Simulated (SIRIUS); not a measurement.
**C: single point with LDA**

Crystal: C.

```
C
1.0
     4.25517    0.00000    0.00000
     0.00000    4.25517    0.00000
     0.00000    0.00000    1.28229
C
1
Direct
  0.50000 0.50000 0.50000
```

The cell was built by a generator and needn't be a form met in nature.

- Program: SIRIUS 7.10.0
- Task: single point
- Functional: LDA
- Potentials or basis: PseudoDojo 0.4.1 PBE standard (scalar relativistic)
- Cutoff: 1127 eV
- Density cutoff: 4507 eV
- k mesh: 6 × 6 × 20
- Occupations: fermi-dirac, width 0.05 eV
- Spin: no spin polarisation
- Libxc names: ["XC_LDA_X", "XC_LDA_C_PW"]
- Energy tol: 1e-08 Ha
- Density tol: 1e-06
- Mixer: anderson
- Mixing beta: 0.7
- Max scf: 100
- Radial cutoff for the potentials' integrals: 6.5 bohr

The pressure is -0.3 GPa and the band gap on the k mesh is none (metal or under the smearing width).

Stress tensor (GPa, compression positive):
```
-0.89  0.00  0.00
 0.00 -0.89  0.00
 0.00  0.00  0.92
```

Wall time 23 s on 1 thread of Arm Neoverse V2 (shared host), peak memory 0.29 GiB.

Caveat: the potentials were made for another functional, which shifts forces and pressure.
